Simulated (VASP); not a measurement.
Input of a VASP 6.6.1 run:

File INCAR:

```
SYSTEM = Bi2TeSe2
ALGO = Fast ; EDIFF = 1E-7
ENCUT = 520 ; GGA = PS
ISIF = 2 ; ISMEAR = 0
LASPH = .TRUE. ; LCHARG = .FALSE.
LREAL = .FALSE. ; LWAVE = .FALSE.
NBANDS = 32 ; NELM = 100
PREC = Accurate ; SIGMA = 0.1
```

Contents of KPOINTS:

```
k-points
0
G
  6 6 6
  0 0 0
```

The input POSCAR:

```
Bi2TeSe2
1.0
    2.1218105610      1.2250278986     10.2464875018
   -2.1218105610      1.2250278986     10.2464875018
    0.0000000000     -2.4500557971     10.2464875018
Bi Te Se
2 1 2
Direct
    0.6065124400      0.6065124400      0.6065124400
    0.3967909400      0.3967909400      0.3967909400
    0.2149592200      0.2149592200      0.2149592200
    0.0024255800      0.0024255800      0.0024255800
    0.7793118300      0.7793118300      0.7793118300
```

Potentials or basis: VASP PAW PBE potentials, release 64 (Bi_d, Te, Se).

The run is started by

```bash
$ cat potpaw_PBE.64/Bi_d/POTCAR potpaw_PBE.64/Te/POTCAR potpaw_PBE.64/Se/POTCAR > POTCAR
$ mpirun -np 1 vasp_std > vasp.out
```

Predict the pressure.

-1.4 GPa.

What does it give for the largest force?

0.117 eV/Å.

Predict the band gap on the k mesh.

0.51 eV, direct.

Forces in eV/Å, atoms in the order of the input:
```
Bi   0.000  0.000  0.108
Bi   0.000  0.000 -0.117
Te   0.000  0.000 -0.003
Se   0.000  0.000 -0.037
Se   0.000  0.000  0.049
```

Caveat: the PAW data sets were made with another functional, which shifts forces and pressure a little; spin-orbit coupling is left out, which as a rule narrows the gap of such compounds by several tenths of an eV. A hybrid or GW would open this gap; PBEsol tends to underestimate it.
